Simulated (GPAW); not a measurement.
Ti3Ni: energy against volume and a worked fit

Space group Pm-3m (No. 221). a = 3.935 Å, b = 3.935 Å, c = 3.935 Å, α = 90.00°, β = 90.00°, γ = 90.00°
```csv
atom,site,symmetry,x,y,z
Ni,1a,m-3m,0.0000,0.0000,0.0000
Ti,3c,4/mm.m,0.5000,0.5000,0.0000
```

The cell comes from a database or a generator and needn't be the stable form of this composition.

The cell was scaled at fixed shape and fractions and run with GPAW, PAW data sets generated for this functional, cutoff 600 eV; PBEsol, k mesh 7 × 7 × 7 on the cell of 4 atoms, fermi-dirac occupations of 0.05 eV, collinear spin, ferromagnetic start, no spin-orbit coupling. Energies are those that the program minimises, any entropy of the smearing included. For a metal such a mesh isn't converged to the digits shown. The moments vanished.

| V (Å³/atom) | energy over the lowest row (meV/atom) |
| --- | --- |
| 14.3206 | 4.62 |
| 14.6253 | 0.00 |
| 14.9299 | 1.03 |
| 15.2346 | 7.23 |
| 15.5393 | 17.89 |
| 15.8440 | ? |
| 16.1487 | 51.53 |

Question: Fit the third-order Birch-Murnaghan form, give V0, B0 and B′, and predict the energy left open.

Answer: With y = (V0/V)^(2/3), E = E0 + (9 V0 B0/16) [(y - 1)³ B′ + (y - 1)² (6 - 4y)]. Least squares through the rows shown give V0 = 14.7180 Å³/atom, E0 = -0.24 meV, B0 = 138.8 GPa (1 eV/Å³ = 160.218 GPa) and B′ = 3.88, with a largest miss of 0.04 meV. At V = 15.8440 the form with these constants gives 32.85 meV; the run gave 32.82 meV an atom.
